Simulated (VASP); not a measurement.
# Mg (I4/mmm) in VASP: notebook

Runs on Mg. Level: PBE. Tasks: single point, relaxation of cell and atoms.

All numbers are computed with VASP 6.6.1; they aren't measurements. Logs are shortened: lines on timing, memory, paths and dates and some standing lists are left out, and cuts for length are marked.

## (1) Starting point

Symmetry: I4/mmm, No. 139, tetragonal system. Conventional cell: a = 3.615 Å, b = 3.615 Å, c = 3.514 Å, α = 90.00°, β = 90.00°, γ = 90.00°. Mg (site symmetry 4/mmm) has 10 Mg at 3.10 to 3.51 Å as nearest neighbours.

This isn't the form of Mg at room conditions, which is hcp.

## (2) Single point, PBE

INCAR reads:

```
PREC     = Accurate       # precision mode
ENCUT    = 520            # plane-wave cutoff, eV
EDIFF    = 1E-6           # SCF threshold, eV
ISMEAR   = 0              # smearing method
SIGMA    = 0.1            # smearing width, eV
LREAL    = False          # projectors in reciprocal space
LASPH    = True           # aspherical terms in the spheres
NELM     = 100            # most SCF steps
ALGO     = Normal         # electronic algorithm
ISIF     = 2              # what is computed and relaxed
LWAVE    = False          # write WAVECAR
LCHARG   = False          # write CHGCAR
GGA      = PE             # functional
NBANDS   = 7              # bands
```

KPOINTS reads:

```
regular mesh
0
Gamma
  14 14 14
```

POSCAR reads:

```
Mg
1.0
   -1.8072831474      1.8072831474      1.7568401242
    1.8072831474     -1.8072831474      1.7568401242
    1.8072831474      1.8072831474     -1.7568401242
Mg
1
Direct
    0.0000000000      0.0000000000      0.0000000000
```

Potentials or basis: VASP PAW PBE potentials, release 64 (Mg).

On the command line:

```
cat potpaw_PBE.64/Mg/POTCAR > POTCAR
mpirun -np 1 vasp_std > vasp.out
```

OUTCAR:

```text
PREC = Accurate
   ENCUT = 520
   EDIFF = 1E-6
   ISMEAR = 0
   LREAL = False
   LASPH = True
   NELM = 100
   ISIF = 2
   GGA = PE

 ion  position               nearest neighbor table
   1  0.000  0.000  0.000-

  LATTYP: Found a body centered tetragonal cell.
 ALAT       =     3.6145662948
 C/A-ratio  =     0.9720890314

  Lattice vectors:

 A1 = (  -1.8072831474,   1.8072831474,   1.7568401242)
 A2 = (   1.8072831474,  -1.8072831474,   1.7568401242)
 A3 = (   1.8072831474,   1.8072831474,  -1.7568401242)

Analysis of symmetry for initial positions (statically):
=====================================================================
 Subroutine PRICEL returns:
 Original cell was already a primitive cell.

 Routine SETGRP: Setting up the symmetry group for a
 body centered tetragonal supercell.

 Subroutine GETGRP returns: Found 16 space group operations
 (whereof 16 operations were pure point group operations)
 out of a pool of 16 trial point group operations.

The static configuration has the point symmetry D_4h.

Analysis of symmetry for dynamics (positions and initial velocities):
=====================================================================
 Subroutine PRICEL returns:
 Original cell was already a primitive cell.

 Routine SETGRP: Setting up the symmetry group for a
 body centered tetragonal supercell.

 Subroutine GETGRP returns: Found 16 space group operations
 (whereof 16 operations were pure point group operations)
 out of a pool of 16 trial point group operations.

The dynamic configuration has the point symmetry D_4h.

 Subroutine INISYM returns: Found 16 space group operations
 (whereof 16 operations are pure point group operations),
 and found     1 'primitive' translations

----------------------------------------------------------------------------------------

                                     Primitive cell

  volume of cell :      22.9533

  direct lattice vectors                    reciprocal lattice vectors
    -1.807283147  1.807283147  1.756840124     0.000000000  0.276658365  0.284601879
     1.807283147 -1.807283147  1.756840124     0.276658365  0.000000000  0.284601879
     1.807283147  1.807283147 -1.756840124     0.276658365  0.276658365  0.000000000

  length of vectors
     3.101456428  3.101456428  3.101456428     0.396910670  0.396910670  0.391254011

  position of ions in fractional coordinates (direct lattice)
     0.000000000  0.000000000  0.000000000

  ion indices of the primitive-cell ions
   primitive index   ion index
                 1           1

----------------------------------------------------------------------------------------

 KPOINTS: regular mesh

Automatic generation of k-mesh.
 Grid dimensions read from file:
 generate k-points for:   14   14   14

 Generating k-lattice:

  Cartesian coordinates                     Fractional coordinates (reciprocal lattice)
     0.000000000  0.019761312  0.020328706     0.071428571  0.000000000  0.000000000
     0.019761312  0.000000000  0.020328706     0.000000000  0.071428571  0.000000000
     0.019761312  0.019761312  0.000000000     0.000000000  0.000000000  0.071428571

  Length of vectors
     0.028350762  0.028350762  0.027946715

  Shift w.r.t. Gamma in fractional coordinates (k-lattice)
     0.000000000  0.000000000  0.000000000

 Subroutine IBZKPT returns following result:
 ===========================================

 Found    244 irreducible k-points:

 Following reciprocal coordinates:
            Coordinates               Weight
  0.000000  0.000000  0.000000      1.000000
  0.071429 -0.000000  0.000000      8.000000
  0.142857  0.000000  0.000000      8.000000
  0.214286  0.000000  0.000000      8.000000
  0.285714  0.000000  0.000000      8.000000
  0.357143 -0.000000  0.000000      8.000000
[... 16 lines left out ...]
  0.214286  0.142857  0.000000     16.000000
  0.285714  0.142857  0.000000     16.000000
 [... further k-points ...]
   k-points           NKPTS =    244   k-points in BZ     NKDIM =    244   number of bands    NBANDS=      7
[... 49 lines left out ...]
  band No.  band energies     occupation
      1      -3.8102      2.00000
      2      12.0115      0.00000
      3      13.7787      0.00000
      4      14.2436      0.00000
      5      15.2523      0.00000
      6      16.3217      0.00000
      7      18.3859      0.00000

 k-point     4 :       0.2143    0.0000    0.0000
  band No.  band energies     occupation
      1      -3.2083      2.00000
      2       9.5658      0.00000
      3      12.8764      0.00000
      4      13.3638      0.00000
      5      14.3306      0.00000
      6      15.6231      0.00000
      7      18.9516      0.00000

 k-point     5 :       0.2857    0.0000    0.0000
  band No.  band energies     occupation
      1      -2.3719      2.00000
      2       7.2721      0.00000
      3      12.1255      0.00000
      4      12.6855      0.00000
      5      13.6058      0.00000
      6      14.9900      0.00000
      7      19.6340      0.00000

 k-point     6 :       0.3571   -0.0000    0.0000
  band No.  band energies     occupation
      1      -1.3077      2.00000
      2       5.1619      0.00000
      3      11.5708      0.00000
      4      12.2077      0.00000
      5      13.0872      0.00000
      6      14.4913      0.00000
      7      20.4433      0.00000

 k-point     7 :       0.4286    0.0000    0.0000
  band No.  band energies     occupation
      1      -0.0289      2.00000
      2       3.2544      0.00000
      3      11.2325      0.00000
      4      11.9236      0.00000
      5      12.7763      0.00000
      6      14.1747      0.00000
      7      21.3222      0.00000
[... 121 lines left out ...]
 k-point    20 :      -0.1429    0.0714    0.0000
  band No.  band energies     occupation
      1      -3.9379      2.00000
      2      12.7788      0.00000
      3      13.4147      0.00000
      4      14.7186      0.00000
      5      16.0425      0.00000
      6      16.8654      0.00000
      7      18.2807      0.00000

 k-point    21 :      -0.0714    0.0714    0.0000
  band No.  band energies     occupation
      1      -4.1767      2.00000
      2      13.9443      0.00000
      3      15.3096      0.00000
      4      15.3288      0.00000
      5      16.6031      0.00000
      6      16.8588      0.00000
      7      17.8987      0.00000

 k-point    22 :       0.1429    0.1429   -0.0000
  band No.  band energies     occupation
      1      -2.8354      2.00000
      2       9.5130      0.00000
      3      10.1201      0.00000
      4      12.6466      0.00000
      5      15.6923      0.00000
      6      16.3462      0.00000
      7      18.9293      0.00000

 k-point    23 :       0.2143    0.1429    0.0000
  band No.  band energies     occupation
      1      -1.9956      2.00000
      2       7.4735      0.00000
      3       9.1014      0.00000
      4      12.0015      0.00000
      5      15.2333      0.00000
      6      16.6583      0.00000
      7      18.5818      0.00000

 k-point    24 :       0.2857    0.1429    0.0000
  band No.  band energies     occupation
      1      -0.9295      2.00000
      2       5.4121      0.00000
      3       8.4878      0.00000
      4      11.5382      0.00000
      5      14.7277      0.00000
      6      17.0640      0.00000
      7      18.5781      0.00000

 [... further k-points ...]
[... 5 lines left out ...]
  --------------------------------------------------------------------------------------
  -------------------------------------------------------------------------------------
  Total       -0.0262319     -0.0262319     -0.0192768      0.0000000      0.0000000      0.0000000
  in kB       -1.8310331     -1.8310331     -1.3455506      0.0000000      0.0000000      0.0000000
  external PRESSURE =      -1.6692056 kB  Pullay stress =       0.0000000 kB

 VOLUME and BASIS-vectors are now :
 -----------------------------------------------------------------------------
  energy-cutoff  :      520.00
  volume of cell :       22.95
      direct lattice vectors                 reciprocal lattice vectors
    -1.807283147  1.807283147  1.756840124     0.000000000  0.276658365  0.284601879
     1.807283147 -1.807283147  1.756840124     0.276658365  0.000000000  0.284601879
     1.807283147  1.807283147 -1.756840124     0.276658365  0.276658365  0.000000000

 POSITION                                       TOTAL-FORCE (eV/Angst)
 -----------------------------------------------------------------------------------
      0.00000      0.00000      0.00000        -0.000000     -0.000000     -0.000000
 -----------------------------------------------------------------------------------
    total drift:                                0.000000      0.000000     -0.000000

  FREE ENERGIE OF THE ION-ELECTRON SYSTEM (eV)
  ---------------------------------------------------
  free  energy   TOTEN  =        -1.4799474233 eV

  energy  without entropy=       -1.4782689447  energy(sigma->0) =       -1.47910818
```

Wall time 9.7 s (1 thread of Intel Xeon Platinum 8559C (Emerald Rapids), shared host); peak memory 0.16 GiB.

What came out:

- Free energy: -1.4799 eV
- Pressure: -0.2 GPa
- Band gap on the k mesh: none (metal or under the smearing width)

Levels at points of the mesh, in eV from the Fermi level:
```csv
k point,band 1,band 2,band 3,band 4,band 5
"(0.00, 0.00, 0.00)",-6.98,12.61,13.18,13.18,14.68
"(0.50, 0.00, 0.00)",-1.48,-0.88,8.43,9.14,9.99
"(0.50, 0.50, 0.00)",-1.60,-1.08,8.93,9.62,10.53
"(0.50, 0.50, 0.50)",3.60,3.60,3.83,4.08,4.27
```

## (3) Relaxation of cell and atoms, PBE

This run uses another cell than the first one, of 22.64 Å³/atom, 0.987 times its volume.

INCAR reads:

```
SYSTEM = Mg
PREC = Accurate
ENCUT = 600
EDIFF = 1E-6
ISMEAR = 0
SIGMA = 0.1
LREAL = .FALSE.
LASPH = .TRUE.
NELM = 100
ALGO = Normal
ISIF = 3
LWAVE = .FALSE.
LCHARG = .FALSE.
GGA = PE
IBRION = 2
NSW = 90
EDIFFG = -0.02
```

KPOINTS reads:

```
regular mesh
0
G
  14 14 14
  0 0 0
```

POSCAR reads:

```
Mg
1.0
   -1.8359916300      1.8359916300      1.6794040200
    1.8359916300     -1.8359916300      1.6794040200
    1.8359916300      1.8359916300     -1.6794040200
Mg
1
Direct
    0.0000000000      0.0000000000      0.0000000000
```

Potentials or basis: VASP PAW PBE potentials, release 64 (Mg).

On the command line:

```
cat potpaw_PBE.64/Mg/POTCAR > POTCAR
mpirun -np 1 vasp_std > vasp.out
```

Run time: 64 s. Hardware: 1 thread of Intel Xeon Platinum 8559C (Emerald Rapids), shared host; peak memory 0.19 GiB.

Results (log left out):

```
Free energy                            : -1.4800 eV
Relaxed volume                         : 22.85 Å³/atom
Relaxed cell                           : a = 3.096 Å, b = 3.096 Å, c = 3.096 Å, α = 109.15°, β = 109.15°, γ = 110.11°
Space group after relaxing (to 0.05 Å) : I4/mmm (No. 139)
Energy gained by relaxing              : 2.8 meV/atom
Ionic steps                            : 9
Pressure after relaxing                : 0.0 GPa
Band gap on the k mesh                 : none (metal or under the smearing width)
```

The path:
```tsv
step	energy change (eV)	largest force (eV/Å)	pressure (GPa)	volume (Å³)
1	0.0000	0.0000	0.40	22.64
2	-0.0004	0.0000	0.09	22.83
3	-0.0004	0.0000	-0.06	22.93
4	-0.0005	0.0000	-0.08	22.93
5	-0.0010	0.0000	-0.11	22.94
6	-0.0021	0.0000	-0.14	22.95
7	-0.0027	0.0000	-0.19	22.96
8	-0.0024	0.0000	0.41	22.59
9	-0.0028	0.0000	-0.02	22.85
```

Final structure:
```xyz
1
Lattice="-1.7948 1.7948 1.7736 1.7948 -1.7948 1.7736 1.7948 1.7948 -1.7736" Properties=species:S:1:pos:R:3 pbc="T T T"
Mg    0.0000    0.0000    0.0000
```

Levels at points of the mesh, in eV from the Fermi level:
```
           k point  band 1  band 2  band 3  band 4  band 5
(0.00, 0.00, 0.00)   -7.01   12.85   13.08   13.08   14.89
(0.50, 0.00, 0.00)   -1.52   -0.93    8.53    9.25   10.11
(0.50, 0.50, 0.00)   -1.57   -1.01    8.74    9.45   10.33
(0.50, 0.50, 0.50)    3.73    3.73    3.90    4.01    4.02
```

## (4) Single point, PBE (4 H put on empty site 2 of 1 host cells, relaxed)

INCAR reads:

```
SYSTEM = MgH4
  PREC = Accurate
  ENCUT = 520
  EDIFF = 1E-6
  ISMEAR = 0
  SIGMA = 0.1
  LREAL = .False.
  LASPH = .True.
  NELM = 100
  ALGO = Normal
  ISIF = 2
  LWAVE = .False.
  LCHARG = .True.
  GGA = PE
  LELF = .True.
  LVHAR = .True.
  NBANDS = 11
```

KPOINTS reads:

```
regular mesh
0
Gamma
  8 8 8
  0 0 0
```

POSCAR reads:

```
MgH4
1.0
   -1.9595919071      1.9595919071      2.0196047921
    1.9595919071     -1.9595919071      2.0196047921
    1.9595919071      1.9595919071     -2.0196047921
Mg H
1 4
Direct
    0.0000000000      0.0000000000      0.0000000000
    0.2532768015      0.5000000000      0.7532768015
    0.7467231985      0.5000000000      0.2467231985
    0.5000000000      0.7467231985      0.2467231985
    0.5000000000      0.2532768015      0.7532768015
```

Potentials or basis: VASP PAW PBE potentials, release 64 (Mg, H).

On the command line:

```
cat potpaw_PBE.64/Mg/POTCAR potpaw_PBE.64/H/POTCAR > POTCAR
mpirun -np 1 vasp_std > vasp.out
```

Wall time 13 s (1 thread of Intel Xeon Platinum 8559C (Emerald Rapids), shared host); peak memory 0.16 GiB.

Results (log left out):

```yaml
Free_energy: -12.7850 eV
Pressure: -0.5 GPa
Largest_force: 0.011 eV/Å
Band_gap_on_the_k_mesh: none (metal or under the smearing width)
```

Forces in eV/Å, atoms in the order of the input:
```
Mg   0.000  0.000  0.000
H    0.000 -0.011  0.000
H    0.000  0.011  0.000
H    0.011  0.000  0.000
H   -0.011  0.000  0.000
```

Levels at points of the mesh, in eV from the Fermi level:
```tsv
k point	band 1	band 2	band 3	band 4	band 5	band 6	band 7	band 8
(0.00, 0.00, 0.00)	-12.14	0.64	0.64	3.94	6.26	8.47	8.94	8.94
(0.50, 0.00, 0.00)	-9.30	-5.87	-1.15	2.30	4.16	5.24	9.84	11.86
(0.50, 0.50, 0.00)	-8.66	-6.93	-1.41	3.36	4.76	5.20	7.67	12.25
(0.50, 0.50, 0.50)	-7.77	-3.11	-3.11	-1.79	0.47	3.05	12.31	12.31
```

## (5) Relaxation of cell and atoms, PBE (4 H put on empty site 2 of 1 host cells, relaxed)

INCAR reads:

```
SYSTEM = MgH4
ALGO     = Normal         ! electronic algorithm
EDIFF    = 1E-7           ! SCF threshold, eV
EDIFFG   = -0.0325        ! ionic threshold
ENCUT    = 600            ! plane-wave cutoff, eV
GGA      = PE             ! functional
IBRION   = 2              ! ionic algorithm
ISIF     = 3              ! what is computed and relaxed
ISMEAR   = 0              ! smearing method
LASPH    = .TRUE.         ! aspherical terms in the spheres
LCHARG   = .FALSE.        ! write CHGCAR
LREAL    = .FALSE.        ! projectors in reciprocal space
LWAVE    = .FALSE.        ! write WAVECAR
NELM     = 100            ! most SCF steps
NSW      = 90             ! ionic steps
PREC     = Accurate       ! precision mode
SIGMA    = 0.1            ! smearing width, eV
```

KPOINTS reads:

```
k-points
0
G
  8 8 8
  0 0 0
```

POSCAR reads:

```
MgH4
1.0
   -1.8072831474      1.8072831474      1.7568401242
    1.8072831474     -1.8072831474      1.7568401242
    1.8072831474      1.8072831474     -1.7568401242
Mg H
1 4
Direct
    0.0000000000      0.0000000000      0.0000000000
    0.2500000000      0.5000000000      0.7500000000
    0.7500000000      0.5000000000      0.2500000000
    0.5000000000      0.7500000000      0.2500000000
    0.5000000000      0.2500000000      0.7500000000
```

On the command line:

```
cat potpaw_PBE.64/Mg/POTCAR potpaw_PBE.64/H/POTCAR > POTCAR
mpirun -np 1 vasp_std > vasp.out
```

It took 44 s on 1 thread of Intel Xeon Platinum 8559C (Emerald Rapids), shared host; peak memory 0.16 GiB.

The run converged. Its results:

```yaml
Free_energy: -12.7746 eV
Relaxed_volume: 6.09 Å³/atom
Relaxed_cell: a = 3.408 Å, b = 3.408 Å, c = 3.408 Å, α = 110.41°, β = 110.41°, γ = 107.61°
Space_group_after_relaxing_to_0.05_Å: I4/mmm (No. 139)
Energy_gained_by_relaxing: 123.2 meV/atom
Ionic_steps: 9
Pressure_after_relaxing: 0.3 GPa
Largest_force_after_relaxing: 0.032 eV/Å
Band_gap_on_the_k_mesh: none (metal or under the smearing width)
```

Forces on the atoms (eV/Å):
```
Mg   0.000  0.000  0.000
H    0.000  0.032  0.000
H    0.000 -0.032  0.000
H   -0.032  0.000  0.000
H    0.032  0.000  0.000
```

Stress tensor (GPa, compression positive):
```
 0.59  0.00  0.00
 0.00  0.59  0.00
 0.00  0.00 -0.32
```

The path:
| step | energy change (eV) | largest force (eV/Å) | pressure (GPa) | volume (Å³) |
| --- | --- | --- | --- | --- |
| 1 | 0.0000 | 0.4528 | 32.40 | 22.95 |
| 2 | -0.4598 | 0.0918 | 12.71 | 26.18 |
| 3 | -0.5811 | 0.0907 | 2.60 | 28.84 |
| 4 | -0.5861 | 0.1245 | 0.66 | 29.50 |
| 5 | -0.5861 | 0.1313 | 0.27 | 29.64 |
| 6 | -0.5962 | 0.1185 | 0.19 | 29.79 |
| 7 | -0.6135 | 0.0626 | 0.17 | 30.22 |
| 8 | -0.6159 | 0.0344 | 0.28 | 30.42 |
| 9 | -0.6159 | 0.0324 | 0.29 | 30.44 |

Final structure:
```yaml
crystal:
  lattice:
    - [-1.94458, 1.94458, 2.01238]
    - [1.94458, -1.94458, 2.01238]
    - [1.94458, 1.94458, -2.01238]
  atoms:
    - { symbol: Mg, position: [0.00000, 0.00000, 0.00000] }
    - { symbol: H, position: [0.24838, 0.50000, 0.74838] }
    - { symbol: H, position: [0.75162, 0.50000, 0.25162] }
    - { symbol: H, position: [0.50000, 0.75162, 0.25162] }
    - { symbol: H, position: [0.50000, 0.24838, 0.74838] }
```

Levels at points of the mesh, in eV from the Fermi level:
```tsv
k point	band 1	band 2	band 3	band 4	band 5	band 6
(0.00, 0.00, 0.00)	-12.17	0.78	0.78	3.74	6.72	8.64
(0.50, 0.00, 0.00)	-9.22	-5.95	-1.05	2.32	4.33	5.38
(0.50, 0.50, 0.00)	-8.49	-7.03	-1.45	3.52	4.91	5.22
(0.50, 0.50, 0.50)	-7.63	-3.03	-3.03	-1.98	0.49	3.21
```

Caveat: the volume moved by over 15 % at a fixed basis, so the end points are rough.

## (6) Overview

```csv
task,potentials or basis,cell,k mesh,cutoff (eV),gap on the mesh (eV),pressure (GPa),relaxed volume (Å³/atom),largest force (eV/Å)
single point,"VASP PAW PBE potentials, release 64 (Mg)","I4/mmm, 22.95 Å³/atom",14 × 14 × 14,520,none,-0.2,-,-
relaxation of cell and atoms,"VASP PAW PBE potentials, release 64 (Mg)",relaxed,14 × 14 × 14,600,none,0.0,22.85,-
single point,"VASP PAW PBE potentials, release 64 (Mg, H)","4 H put on empty site 2 of 1 host cells, relaxed",8 × 8 × 8,520,none,-0.5,-,0.01
relaxation of cell and atoms,"VASP PAW PBE potentials, release 64 (Mg, H)","relaxed from: 4 H put on empty site 2 of 1 host cells, relaxed",8 × 8 × 8,600,none,0.3,6.09,0.03
```

Alike in all rows: level PBE; no spin polarisation; smearing gaussian 0.1 eV.

Caveats: the volume moved by over 15 % at a fixed basis, so the end points are rough (some runs).

Absolute energies hang on the potentials; compare differences alone.
